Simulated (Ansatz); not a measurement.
# P under changes of volume

One of the cells (20.458 Å³/atom); the others are scaled copies at fixed shape and fractional positions:

```
P
1.0
     1.64774   -5.46504    0.00000
     1.64774    5.46504    0.00000
     0.00000    0.00000    4.54364
P
4
Direct
  0.90414 0.09586 0.58882
  0.09586 0.90414 0.41118
  0.59586 0.40414 0.08882
  0.40414 0.59586 0.91118
```

* Program: Ansatz 0.2.0
* Functional: BLYP
* Potentials or basis: Ansatz PAW
* Cutoff: 420 eV (not typed: the program's choice for these potentials)
* k mesh: 8 × 8 × 6
* Occupations: fermi-dirac, width 0.05 eV
* Spin: no spin polarisation

| volume (Å³/atom) | energy over the lowest point (meV/atom) | pressure (GPa) | gap on the mesh (eV) | largest force (eV/Å) |
| --- | --- | --- | --- | --- |
| 19.230 | ? | ? | ? | ? |
| 19.639 | 73.32 | 10.1 | 0.13 | 0.823 |
| 20.049 | 50.02 | 8.2 | 0.16 | 0.638 |
| 20.458 | 31.47 | 6.4 | 0.19 | 0.466 |
| 20.867 | 17.22 | 4.8 | 0.23 | 0.306 |
| 21.276 | 6.85 | 3.3 | 0.27 | 0.158 |
| 21.685 | 0.00 | 2.0 | 0.31 | 0.028 |

Problem. What does the run at 19.230 Å³/atom give?

Solution. Energy over the lowest point 101.87 meV/atom; pressure 12.3 GPa; gap on the mesh 0.10 eV; largest force 1.023 eV/Å.

Worked out: A Birch-Murnaghan fit of order 3 (a polynomial in V^(-2/3)) to the other rows has no minimum within the range. It gives 101.78 meV/atom at 19.230 Å³/atom, against the run's 101.87, and -dE/dV = 12.2 GPa, against 12.3.

Energies are extrapolated to zero smearing.

Caveats: the PAW data sets come from PBE, with cores solved anew for the run's functional, which leaves a small shift of forces and pressure; forces of over 1 eV/Å show positions far from the minimum, so gaps and moduli don't describe the material at rest (some runs).

A mesh can miss the band edges.
